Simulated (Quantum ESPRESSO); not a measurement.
A run of Quantum ESPRESSO 7.5 is set up as follows.

File pw.in:

```
&CONTROL
  calculation = 'scf'
  prefix = 'pwscf'
  outdir = './tmp'
  pseudo_dir = './pseudo'
  tprnfor = .true.
  disk_io = 'low'
/
&SYSTEM
  ibrav = 0
  nat = 5
  ntyp = 1
  ecutwfc = 56
  nbnd = 46
  occupations = 'smearing'
  smearing = 'fd'
  degauss = 0.00367493
/
&ELECTRONS
  conv_thr = 5d-09
  electron_maxstep = 150
  mixing_beta = 0.3
  mixing_mode = 'local-TF'
/
ATOMIC_SPECIES
Pb   207.2000 Pb.upf
CELL_PARAMETERS angstrom
   3.4800006906    0.0000000000    0.0000000000
  -1.7400003453    3.0137690032    0.0000000000
   0.0000000000    0.0000000000   26.1800000000
ATOMIC_POSITIONS crystal
Pb     0.6666666667    0.3333333334    0.2864782277
Pb     0.3333333333    0.6666666666    0.3932391138
Pb     0.6666666667    0.3333333334    0.5000000000
Pb     0.3333333333    0.6666666666    0.6067608862
Pb     0.6666666667    0.3333333334    0.7135217723
K_POINTS automatic
9 9 1 0 0 0
```

File pp_density.in:

```
&INPUTPP
  prefix = 'pwscf'
  outdir = './tmp'
  filplot = 'density.dat'
  plot_num = 0
/
&PLOT
  nfile = 1
  filepp(1) = 'density.dat'
  iflag = 3
  output_format = 6
  fileout = 'density.cube'
/
```

The input pp_potential.in:

```
&INPUTPP
  prefix = 'pwscf'
  outdir = './tmp'
  filplot = 'potential.dat'
  plot_num = 11
/
&PLOT
  nfile = 1
  filepp(1) = 'potential.dat'
  iflag = 3
  output_format = 6
  fileout = 'potential.cube'
/
```

The input pp_elf.in:

```
&INPUTPP
  prefix = 'pwscf'
  outdir = './tmp'
  filplot = 'elf.dat'
  plot_num = 8
/
&PLOT
  nfile = 1
  filepp(1) = 'elf.dat'
  iflag = 3
  output_format = 6
  fileout = 'elf.cube'
/
```

Potentials or basis: PseudoDojo 0.4.1 SR PBE standard.

The run is started by

```console
$ OMP_NUM_THREADS=1 pw.x -in pw.in > pw.out
$ OMP_NUM_THREADS=1 pp.x -in pp_density.in > pp_density.out
$ OMP_NUM_THREADS=1 pp.x -in pp_potential.in > pp_potential.out
$ OMP_NUM_THREADS=1 pp.x -in pp_elf.in > pp_elf.out
```

Task: What does it give for the work function of the upper face?

Result: 3.59 eV.

Task: Estimate the work function of the lower face.

Result: 3.59 eV.

Task: Predict the largest force.

Result: 0.330 eV/Å.

Task: Predict the band gap on the k mesh.

Result: None (metal or under the smearing width).

Forces on the atoms (eV/Å):
```
Pb   0.000  0.000 -0.049
Pb   0.000  0.000 -0.330
Pb   0.000  0.000  0.000
Pb   0.000  0.000  0.330
Pb   0.000  0.000  0.049
```

Spin-orbit coupling is left out, which matters for the levels of Pb.
